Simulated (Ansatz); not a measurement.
A run of Ansatz 0.2.0 is set up as follows.

Contents of input.yaml:

```yaml
crystal:
  lattice:
    - [0.0, 2.8338, 2.8338]
    - [2.8338, 0.0, 2.8338]
    - [2.8338, 2.8338, 0.0]
  atoms:
    - { symbol: Se, position: [0.75, 0.75, 0.75] }
    - { symbol: Zn, position: [0.0, 0.0, 0.0] }
kpoints:
  mp_grid: { grid: [4, 4, 4] }
scf:
  occupations: { method: fermi_dirac, width: 0.04 }
hamiltonian:
  xc: pbe
  pseudopotentials: { kind: all_electron, lapw: { basis_error: 0.003 } }
output:
  forces: true
  stress: true
  eigenvalues: true
```

Potentials or basis: all-electron LAPW, scalar-relativistic.

Run with:

```bash
$ ansatz run input.yaml --threads 1 --pin off --max-ram 3072MiB --backend cpu --events-out ev --progress --plain --runs-dir out
```

Task: Estimate the band gap on the k mesh.

Result: 1.28 eV, direct.

Task: What does it give for the pressure?

Result: 2.5 GPa.

Caveat: the k mesh is coarse (spacing up to 0.48 Å⁻¹), so the values aren't converged.
